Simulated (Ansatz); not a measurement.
# HC10: the cost of one run

Program: Ansatz 0.2.0. Level of theory: DFT PBEsol, scalar-relativistic, plane waves, PAW. These are calculated values, not measurements.

4 further runs of the same task are left out: 4 set aside as unsound or not needed.

## Step 1: The system as given

It takes space group Pmm2 (No. 25, orthorhombic). The conventional cell has a = 2.513 Å, b = 2.513 Å, c = 24.996 Å, α = 90.00°, β = 90.00°, γ = 90.00°. C (site symmetry mm2) has 2 C at 1.54 Å as nearest neighbours. C (site symmetry mm2) has 4 C at 1.54 Å as nearest neighbours. C (site symmetry mm2) is surrounded by 4 C at 1.53 to 1.54 Å. C (site symmetry mm2) has 4 C at 1.53 to 1.56 Å as nearest neighbours. Only part of the 10 independent sites is listed.

Structure file:

```
C
1.0
     2.51292    0.00000    0.00000
     0.00000    2.51292    0.00000
     0.00000    0.00000   24.99607
C
10
Direct
  0.00000 0.50000 0.34005
  0.00000 0.00000 0.37560
  0.50000 0.00000 0.41114
  0.50000 0.50000 0.44668
  0.00000 0.50000 0.48223
  0.00000 0.00000 0.51771
  0.50000 0.00000 0.55342
  0.50000 0.50000 0.58849
  0.00000 0.50000 0.62543
  0.00000 0.00000 0.65676
```

Miller indices refer to the conventional cell of the relaxed bulk, Fd-3m (No. 227): a = 3.554 Å, b = 3.554 Å, c = 3.554 Å, α = 90.00°, β = 90.00°, γ = 90.00°.

This (100) slab, 8.0 Å thick as cut, with 17 Å of vacuum; its outer planes are C (top) and C (bottom), was relaxed beforehand with its lower half held: -2459.5149 eV, work function 7.25 eV (top face), 7.58 eV (bottom face), dipole along +c 0.011 e·Å per cell.

## Step 2: H put at a top (C) site

With the adsorbate the run is spin-polarised.

input.yaml reads:

```yaml
crystal:
  lattice:
    - [2.5129226041, 0.0, 0.0]
    - [0.0, 2.5129226041, 0.0]
    - [0.0, 0.0, 26.9960707628]
  atoms:
    - { symbol: C, position: [0.0, 0.5, 0.3148606356] }
    - { symbol: C, position: [0.0, 0.0, 0.347771066] }
    - { symbol: C, position: [0.5, 0.0, 0.3806814963] }
    - { symbol: C, position: [0.5, 0.5, 0.4135919267] }
    - { symbol: C, position: [0.0, 0.5, 0.4465023571] }
    - { symbol: C, position: [0.0, 0.0, 0.4793568512] }
    - { symbol: C, position: [0.5, 0.0, 0.512420033] }
    - { symbol: C, position: [0.5, 0.5, 0.5448955816] }
    - { symbol: C, position: [0.0, 0.5, 0.579092942] }
    - { symbol: C, position: [0.0, 0.0, 0.60810642] }
    - { symbol: H, position: [0.0, 0.0, 0.6481122419], spin: 1.0 }
basis:
  ecutwfc: 420
kpoints:
  mp_grid: { grid: [11, 11, 1] }
hamiltonian:
  xc: pbesol
scf:
  occupations: { method: gaussian, width: 0.05 }
output:
  forces: true
  eigenvalues: true
  populations: true
  write_density: true
  write_potential: true
  elf: true
  volumetric_format: npy
magnetization:
  spin_polarized: true
relax:
  adjacent_minimum: "off"
  f_tol: 0.03
  max_steps: 70
  constraints: [{ sites: [0, 1, 2, 3, 4] }]
efield:
  axis: 3
  dipole_correction: true
  ramp_width: 0.04
```

Launch:

```bash
$ ansatz run input.yaml --threads 2 --pin off --max-ram 5120MiB --backend cpu --events-out ev --progress --plain --runs-dir out
```

Q: Estimate wall time and peak memory on 2 threads of Arm Neoverse V2, shared host.

About 2.6 min, with a peak of 0.6 GiB.
